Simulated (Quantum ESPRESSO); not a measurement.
# BaTiO3 (P4mm) in Quantum ESPRESSO: a series of runs, part 2 of 3

Quantum ESPRESSO 7.5. The steps go on from the part before.

### Step 3. Phonons, RPBE

pw.in reads:

```
&CONTROL
  calculation = 'scf'
  prefix = 'pwscf'
  outdir = './tmp'
  pseudo_dir = './pseudo'
  tprnfor = .true.
  tstress = .true.
  disk_io = 'low'
/
&SYSTEM
  ibrav = 0
  celldm(1) = 8
  nat = 5
  ntyp = 3
  ecutwfc = 45
  ecutrho = 360
  nbnd = 28
  input_dft = 'rpbe'
  occupations = 'smearing'
  smearing = 'fd'
  degauss = 0.00367493
/
&ELECTRONS
  conv_thr = 1d-09
  electron_maxstep = 120
  mixing_beta = 0.5
/
ATOMIC_SPECIES
Ba   137.3270 ba_pbe_v1.uspp.F.UPF
Ti    47.8670 ti_pbe_v1.4.uspp.F.UPF
O     15.9990 o_pbe_v1.2.uspp.F.UPF
CELL_PARAMETERS alat
  0.9448158191598   0.0000000000000   0.0000000000000
  0.0000000000000   0.9448158191598   0.0000000000000
  0.0000000000000   0.0000000000000   0.9491149460933
ATOMIC_POSITIONS crystal
Ba     0.0000000000    0.0000000000    0.0000000000
Ti     0.5000000000    0.5000000000    0.4900000000
O      0.0000000000    0.5000000000    0.5170000000
O      0.5000000000    0.0000000000    0.5170000000
O      0.5000000000    0.5000000000    0.0190000000
K_POINTS automatic
4 4 4 1 1 1
```

relax.in reads:

```
&CONTROL
  calculation = 'vc-relax'
  prefix = 'pwscf'
  outdir = './tmp'
  pseudo_dir = './pseudo'
  tprnfor = .true.
  tstress = .true.
  disk_io = 'low'
  nstep = 40
  forc_conv_thr = 0.0001
  etot_conv_thr = 1d-06
/
&SYSTEM
  ibrav = 0
  celldm(1) = 8
  nat = 5
  ntyp = 3
  ecutwfc = 45
  ecutrho = 360
  nbnd = 28
  input_dft = 'rpbe'
  occupations = 'smearing'
  smearing = 'fd'
  degauss = 0.00367493
/
&ELECTRONS
  conv_thr = 1d-09
  electron_maxstep = 120
  mixing_beta = 0.5
/
&IONS
  ion_dynamics = 'bfgs'
/
&CELL
  cell_dynamics = 'bfgs'
  press = 0
  press_conv_thr = 0.2
/
ATOMIC_SPECIES
Ba   137.3270 ba_pbe_v1.uspp.F.UPF
Ti    47.8670 ti_pbe_v1.4.uspp.F.UPF
O     15.9990 o_pbe_v1.2.uspp.F.UPF
CELL_PARAMETERS alat
  0.9448158191598   0.0000000000000   0.0000000000000
  0.0000000000000   0.9448158191598   0.0000000000000
  0.0000000000000   0.0000000000000   0.9491149460933
ATOMIC_POSITIONS crystal
Ba     0.0000000000    0.0000000000    0.0000000000
Ti     0.5000000000    0.5000000000    0.4900000000
O      0.0000000000    0.5000000000    0.5170000000
O      0.5000000000    0.0000000000    0.5170000000
O      0.5000000000    0.5000000000    0.0190000000
K_POINTS automatic
4 4 4 1 1 1
```

scf2.in reads:

```
&CONTROL
  calculation = 'scf'
  prefix = 'pwscf'
  outdir = './tmp'
  pseudo_dir = './pseudo'
  tprnfor = .true.
  tstress = .true.
  disk_io = 'low'
/
&SYSTEM
  ibrav = 0
  celldm(1) = 8
  nat = 5
  ntyp = 3
  ecutwfc = 45
  ecutrho = 360
  nbnd = 28
  input_dft = 'rpbe'
  occupations = 'fixed'
/
&ELECTRONS
  conv_thr = 1d-13
  electron_maxstep = 120
  mixing_beta = 0.5
  startingpot = 'file'
  startingwfc = 'file'
/
ATOMIC_SPECIES
Ba   137.3270 ba_pbe_v1.uspp.F.UPF
Ti    47.8670 ti_pbe_v1.4.uspp.F.UPF
O     15.9990 o_pbe_v1.2.uspp.F.UPF
CELL_PARAMETERS alat
  0.9434151439989   0.0000000000000   0.0000000000000
  0.0000000000000   0.9434151439989   0.0000000000000
  0.0000000000000   0.0000000000000   1.0465214701990
ATOMIC_POSITIONS crystal
Ba     0.0000000000    0.0000000000   -0.0258011917
Ti     0.5000000000    0.5000000000    0.4618062962
O      0.0000000000    0.5000000000    0.5245766177
O      0.5000000000    0.0000000000    0.5245766177
O      0.5000000000    0.5000000000    0.0578416601
K_POINTS automatic
4 4 4 1 1 1
```

ph.in reads:

```
phonons of BaTiO3
&INPUTPH
  prefix = 'pwscf'
  outdir = './tmp'
  tr2_ph = 1d-18
  fildyn = 'dyn'
  niter_ph = 90
  alpha_mix(1) = 0.7
  epsil = .true.
/
0.0000000000 0.0000000000 0.0000000000
```

dynmat.in reads:

```
&INPUT
  fildyn = 'dyn'
  asr = 'crystal'
  lperm = .true.
  filout = 'dynmat.disp'
  fileig = 'dynmat.eig'
/
```

dynmat_lo.in reads:

```
&INPUT
  fildyn = 'dyn'
  asr = 'crystal'
  filout = 'dynmat_lo.disp'
  fileig = 'dynmat_lo.eig'
  q(1) = 0
  q(2) = 0
  q(3) = 1
/
```

Potentials or basis: GBRV 1.5 PBE.

Command:

```sh
OMP_NUM_THREADS=1 mpirun -n 4 pw.x -nk 2 -in pw.in > pw.out
OMP_NUM_THREADS=1 mpirun -n 4 pw.x -nk 2 -in relax.in > relax.out
OMP_NUM_THREADS=1 mpirun -n 4 pw.x -nk 2 -in scf2.in > scf2.out
OMP_NUM_THREADS=1 mpirun -n 4 ph.x -nk 2 -in ph.in > ph.out
OMP_NUM_THREADS=1 mpirun -n 1 dynmat.x -in dynmat.in > dynmat.out
OMP_NUM_THREADS=1 mpirun -n 1 dynmat.x -in dynmat_lo.in > dynmat_lo.out
```

pw.out:

```text
This program is part of the open-source Quantum ESPRESSO suite
     for quantum simulation of materials; please cite
         "P. Giannozzi et al., J. Phys.:Condens. Matter 21 395502 (2009);
         "P. Giannozzi et al., J. Phys.:Condens. Matter 29 465901 (2017);
         "P. Giannozzi et al., J. Chem. Phys. 152 154105 (2020);
     in publications or presentations arising from this work. More details at

     IMPORTANT: XC functional enforced from input :
     Exchange-correlation= RPBE
                           (   1   4  44   4   0   0   0)
     Any further DFT definition will be discarded
     Please, verify this is what you really want

     Message from routine setup:
     using ibrav=0 with symmetry is DISCOURAGED, use correct ibrav instead

     K-points division:     npool     =       2
     Subspace diagonalization in iterative solution of the eigenvalue problem:
     a serial algorithm will be used

     --------------------
     sticks:   dense  smooth     PW     G-vecs:    dense   smooth      PW
     Min         815     410    120                25030     8838    1400
     Max         818     411    121                25031     8839    1401
     Sum        1633     821    241                50061    17677    2801

     Using Slab Decomposition

     bravais-lattice index     =            0
     lattice parameter (alat)  =       8.0000  a.u.
     unit-cell volume          =     433.7935 (a.u.)^3
     number of atoms/cell      =            5
     number of atomic types    =            3
     number of electrons       =        40.00
     number of Kohn-Sham states=           28
     kinetic-energy cutoff     =      45.0000  Ry
     charge density cutoff     =     360.0000  Ry
     scf convergence threshold =      1.0E-09
     mixing beta               =       0.5000
     number of iterations used =            8  plain     mixing
     Exchange-correlation= RPBE
                           (   1   4  44   4   0   0   0)

     celldm(1)=   8.000000  celldm(2)=   0.000000  celldm(3)=   0.000000
     celldm(4)=   0.000000  celldm(5)=   0.000000  celldm(6)=   0.000000

     crystal axes: (cart. coord. in units of alat)
               a(1) = (   0.944816   0.000000   0.000000 )
               a(2) = (   0.000000   0.944816   0.000000 )
               a(3) = (   0.000000   0.000000   0.949115 )

     reciprocal axes: (cart. coord. in units 2 pi/alat)
               b(1) = (  1.058407  0.000000  0.000000 )
               b(2) = (  0.000000  1.058407  0.000000 )
               b(3) = (  0.000000  0.000000  1.053613 )

     PseudoPot. # 1 for Ba read from file:
     ba_pbe_v1.uspp.F.UPF
     Pseudo is Ultrasoft + core correction, Zval = 10.0
     Generated by new atomic code, or converted to UPF format
     Using radial grid of  907 points,  7 beta functions with:
                l(1) =   0
                l(2) =   0
                l(3) =   1
                l(4) =   1
                l(5) =   2
                l(6) =   2
                l(7) =   3
     Q(r) pseudized with  6 coefficients,  rinner =    1.700   1.700   1.700
                                                       1.700   1.700   1.700
                                                       1.700

     PseudoPot. # 2 for Ti read from file:
     ti_pbe_v1.4.uspp.F.UPF
     Pseudo is Ultrasoft + core correction, Zval = 12.0
     Generated by new atomic code, or converted to UPF format
     Using radial grid of  851 points,  6 beta functions with:
                l(1) =   0
                l(2) =   0
                l(3) =   1
                l(4) =   1
                l(5) =   2
                l(6) =   2
     Q(r) pseudized with  6 coefficients,  rinner =    1.000   1.000   1.000
                                                       1.000   1.000

     PseudoPot. # 3 for O  read from file:
     o_pbe_v1.2.uspp.F.UPF
     Pseudo is Ultrasoft + core correction, Zval =  6.0
     Generated by new atomic code, or converted to UPF format
     Using radial grid of  737 points,  5 beta functions with:
                l(1) =   0
                l(2) =   0
                l(3) =   1
                l(4) =   1
                l(5) =   2
     Q(r) pseudized with  8 coefficients,  rinner =    0.900   0.900   0.900
                                                       0.900   0.900

     atomic species   valence    mass     pseudopotential
     Ba               10.00   137.32700     Ba( 1.00)
     Ti               12.00    47.86700     Ti( 1.00)
     O                 6.00    15.99900     O ( 1.00)

      8 Sym. Ops. (no inversion) found

   Cartesian axes

     site n.     atom                  positions (alat units)
         1        Ba     tau(   1) = (   0.0000000   0.0000000   0.0000000  )
         2        Ti     tau(   2) = (   0.4724079   0.4724079   0.4650663  )
         3        O      tau(   3) = (   0.0000000   0.4724079   0.4906924  )
         4        O      tau(   4) = (   0.4724079   0.0000000   0.4906924  )
         5        O      tau(   5) = (   0.4724079   0.4724079   0.0180332  )

     number of k points=     6  Fermi-Dirac smearing, width (Ry)=  0.0037
                       cart. coord. in units 2pi/alat
        k(    1) = (   0.1323009   0.1323009   0.1317016), wk =   0.2500000
        k(    2) = (   0.1323009   0.1323009   0.3951049), wk =   0.2500000
        k(    3) = (   0.1323009   0.3969028   0.1317016), wk =   0.5000000
        k(    4) = (   0.1323009   0.3969028   0.3951049), wk =   0.5000000
        k(    5) = (   0.3969028   0.3969028   0.1317016), wk =   0.2500000
        k(    6) = (   0.3969028   0.3969028   0.3951049), wk =   0.2500000

     Dense  grid:    50061 G-vectors     FFT dimensions: (  45,  45,  45)

     Smooth grid:    17677 G-vectors     FFT dimensions: (  36,  36,  36)

     Check: negative core charge=   -0.000007

     Initial potential from superposition of free atoms

     starting charge      38.9850, renormalised to      40.0000

     negative rho (up, down):  9.815E-02 0.000E+00
     Starting wfcs are   35 randomized atomic wfcs

     Self-consistent Calculation

     iteration #  1     ecut=    45.00 Ry     beta= 0.50
     Davidson diagonalization with overlap
     ethr =  1.00E-02,  avg # of iterations =  2.0

     negative rho (up, down):  9.325E-02 0.000E+00

     total energy              =    -286.91875162 Ry
     estimated scf accuracy    <       0.85621608 Ry

     iteration #  2     ecut=    45.00 Ry     beta= 0.50
     Davidson diagonalization with overlap
     ethr =  2.14E-03,  avg # of iterations =  2.0

     negative rho (up, down):  9.155E-02 0.000E+00

     total energy              =    -286.57386674 Ry
     estimated scf accuracy    <       4.12141525 Ry
[... 64 lines left out ...]
     iteration # 10     ecut=    45.00 Ry     beta= 0.50
     Davidson diagonalization with overlap
     ethr =  1.15E-10,  avg # of iterations =  2.7

     negative rho (up, down):  8.772E-02 0.000E+00

     total energy              =    -287.28182853 Ry
     estimated scf accuracy    <       0.00000001 Ry

     iteration # 11     ecut=    45.00 Ry     beta= 0.50
     Davidson diagonalization with overlap
     ethr =  2.88E-11,  avg # of iterations =  1.5

     negative rho (up, down):  8.772E-02 0.000E+00

     End of self-consistent calculation

          k = 0.1323 0.1323 0.1317 (  2212 PWs)   bands (ev):

   -46.1300 -22.3678 -22.3369 -22.3365 -14.2432  -6.3489  -5.7072  -5.6461
     0.5432   0.5489   0.7864   7.6395   7.9812   8.0033   8.7189   8.7323
     9.3316   9.4720   9.9740   9.9973  12.8509  12.9690  12.9824  15.1620
    15.2106  16.4995  16.5530  18.6543

          k = 0.1323 0.1323 0.3951 (  2211 PWs)   bands (ev):

   -46.1296 -22.4013 -22.3353 -22.3351 -14.1710  -6.3835  -5.6079  -5.5829
     0.5597   0.6722   0.9002   6.6685   7.5325   7.7969   7.9843   8.2575
     9.0990   9.3449   9.5849   9.6475  12.9615  13.8765  13.9078  15.1485
    16.6207  17.6521  18.1160  19.2327

          k = 0.1323 0.3969 0.1317 (  2205 PWs)   bands (ev):

   -46.1295 -22.3717 -22.3661 -22.3351 -14.1681  -6.4208  -5.6523  -5.4941
     0.5664   0.6656   0.8935   6.7160   7.5785   7.8035   7.9672   8.2615
     8.9562   9.3608   9.5444   9.6495  13.0375  13.8547  13.8838  15.1788
    16.5352  17.6893  18.1149  19.2379
[... 10 lines left out ...]
   -46.1291 -22.3697 -22.3693 -22.3646 -14.1116  -6.1330  -5.5957  -5.5580
     0.4258   0.4750   0.8123   6.4933   6.9360   7.0261   7.8845   8.0353
     8.5381   9.3967   9.6096  10.2666  13.9026  13.9711  14.2714  15.6911
    17.6300  18.3393  18.8412  19.3749

          k = 0.3969 0.3969 0.3951 (  2221 PWs)   bands (ev):

   -46.1286 -22.3972 -22.3678 -22.3676 -14.0650  -5.7479  -5.5435  -5.4924
     0.0395   0.0512   0.3306   6.3993   6.9199   6.9401   7.6680   8.0776
     8.0909  10.0710  10.1063  10.2735  14.4031  14.4195  14.4402  17.3545
    17.4992  18.1142  18.1934  18.3179

     the Fermi energy is    11.5919 ev

!    total energy              =    -287.28182853 Ry
     estimated scf accuracy    <          3.7E-10 Ry
     smearing contrib. (-TS)   =      -0.00000000 Ry
     internal energy E=F+TS    =    -287.28182853 Ry

     The total energy is F=E-TS. E is the sum of the following terms:
     one-electron contribution =     -72.63108187 Ry
     hartree contribution      =      60.51393922 Ry
     xc contribution           =     -68.16472543 Ry
     ewald contribution        =    -206.99996045 Ry

     convergence has been achieved in  11 iterations

     negative rho (up, down):  8.772E-02 0.000E+00

     Forces acting on atoms (cartesian axes, Ry/au):

     atom    1 type  1   force =     0.00000000    0.00000000    0.00293033
     atom    2 type  2   force =     0.00000000    0.00000000   -0.00312255
     atom    3 type  3   force =     0.00000000    0.00000000   -0.00542705
     atom    4 type  3   force =     0.00000000    0.00000000   -0.00542705
     atom    5 type  3   force =     0.00000000    0.00000000    0.01104631

     Total force =     0.014116     Total SCF correction =     0.000010

     Computing stress (Cartesian axis) and pressure

     negative rho (up, down):  8.772E-02 0.000E+00
          total   stress  (Ry/bohr**3)                   (kbar)     P=       72.63
   0.00047602   0.00000000   0.00000000           70.03        0.00        0.00
   0.00000000   0.00047602   0.00000000            0.00       70.03        0.00
   0.00000000   0.00000000   0.00052916            0.00        0.00       77.84

=------------------------------------------------------------------------------=
   JOB DONE.
=------------------------------------------------------------------------------=
```

Run time: 7.5 min. Hardware: 4 MPI ranks of Intel Xeon Platinum 8259CL at 2.50GHz (Skylake/Cascade Lake), shared host; peak memory 0.68 GiB.

Results:

| Item | Value |
| --- | --- |
| Free energy | -3908.8199 eV |
| Relaxed volume | 14.13 Å³/atom |
| Relaxed cell | a = 3.994 Å, b = 3.994 Å, c = 4.430 Å, α = 90.00°, β = 90.00°, γ = 90.00° |
| Space group after relaxing (to 0.05 Å) | P4mm (No. 99) |
| Pressure after relaxing | 0.0 GPa |
| Electronic dielectric tensor (diagonal) | 5.87, 5.87, 4.66 |
| Born charges (mean of the diagonal) | Ba +2.79; Ti +5.78; O -3.10, -2.38 e |
| Highest phonon frequency at Γ, LO-TO splitting left out | 638 cm⁻¹ |
| Most unstable mode | 129i cm⁻¹ |

Forces on the atoms (eV/Å):
```
Ba   0.000  0.000  0.001
Ti   0.000  0.000 -0.001
O    0.000  0.000 -0.002
O    0.000  0.000 -0.002
O    0.000  0.000  0.003
```

The path:
| step | energy change (eV) | largest force (eV/Å) | pressure (GPa) | volume (Å³) |
| --- | --- | --- | --- | --- |
| 1 | 0.0000 | 0.2840 | 7.26 | 64.28 |
| 2 | -0.0661 | 0.4521 | 1.27 | 66.69 |
| 3 | -0.0774 | 0.4348 | -0.08 | 67.43 |
| 4 | -0.0863 | 0.3788 | -0.59 | 67.85 |
| 5 | -0.0979 | 0.2958 | -0.83 | 68.31 |
| 6 | -0.1094 | 0.1266 | -0.69 | 68.92 |
| 7 | -0.1164 | 0.2152 | -0.41 | 69.18 |
| 8 | -0.1271 | 0.2189 | -0.03 | 69.36 |
| 9 | -0.1367 | 0.1895 | 0.41 | 69.52 |
| 10 | -0.1389 | 0.1836 | 0.35 | 69.71 |
| 11 | -0.1424 | 0.1584 | 0.11 | 70.09 |
| 12 | -0.1457 | 0.1034 | -0.17 | 70.55 |
| 13 | -0.1469 | 0.0731 | -0.20 | 70.76 |
| 14 | -0.1473 | 0.0347 | -0.11 | 70.77 |
| 15 | -0.1474 | 0.0068 | -0.02 | 70.70 |
| 16 | -0.1474 | 0.0011 | 0.00 | 70.67 |

Final structure:
```
Ba Ti O
1.0
     3.99387    0.00000    0.00000
     0.00000    3.99387    0.00000
     0.00000    0.00000    4.43036
Ba Ti O
1 1 3
Direct
  0.00000 0.00000 0.97420
  0.50000 0.50000 0.46181
  0.00000 0.50000 0.52458
  0.50000 0.00000 0.52458
  0.50000 0.50000 0.05784
```

Phonon frequencies in cm⁻¹ (negative: imaginary):
```csv
q point,frequencies
"(0.000, 0.000, 0.000)",-129 -129 -9 -9 2 129 149 149 246 290 290 385 439 439 638
```

Electronic dielectric tensor:
```
5.87 0.00 0.00
0.00 5.87 0.00
0.00 0.00 4.66
```

Born effective charge tensors (e):
atom 1, Ba
```
2.68 0.00 0.00
0.00 2.68 0.00
0.00 0.00 3.02
```
atom 2, Ti
```
6.60 0.00 0.00
0.00 6.60 0.00
0.00 0.00 4.14
```
atom 3, O
```
-5.46  0.00  0.00
 0.00 -2.05  0.00
 0.00  0.00 -1.80
```
atom 4, O
```
-2.05  0.00  0.00
 0.00 -5.46  0.00
 0.00  0.00 -1.80
```
atom 5, O
```
-1.80  0.00  0.00
 0.00 -1.80  0.00
 0.00  0.00 -3.54
```

Optical modes at Γ, degenerate ones joined, polar ones without the macroscopic field:
| cm⁻¹ | components | symmetry | active in | IR intensity, summed ((D/Å)²/amu) |
| --- | --- | --- | --- | --- |
| 129i | 2 | E | IR and Raman | 137.13 |
| 129 | 1 | A1 | IR and Raman | 5.93 |
| 149 | 2 | E | IR and Raman | 5.62 |
| 246 | 1 | B1 | Raman | 0.00 |
| 290 | 2 | E | IR and Raman | 4.31 |
| 385 | 1 | A1 | IR and Raman | 10.88 |
| 439 | 2 | E | IR and Raman | 4.53 |
| 638 | 1 | A1 | IR and Raman | 20.48 |

Zone-centre frequencies without and with the macroscopic field along z (cm⁻¹):
```tsv
	optical modes in rising order
without	129i 129i 129 149 149 246 290 290 385 439 439 638
with the field	129i 129i 149 149 189 246 290 290 439 439 445 762
```

Caveat: the potentials were made for another functional, which shifts forces and pressure; some modes are imaginary. Spin-orbit coupling is left out, which matters for the levels of Ba.

(Continued in part 3 of 3.)
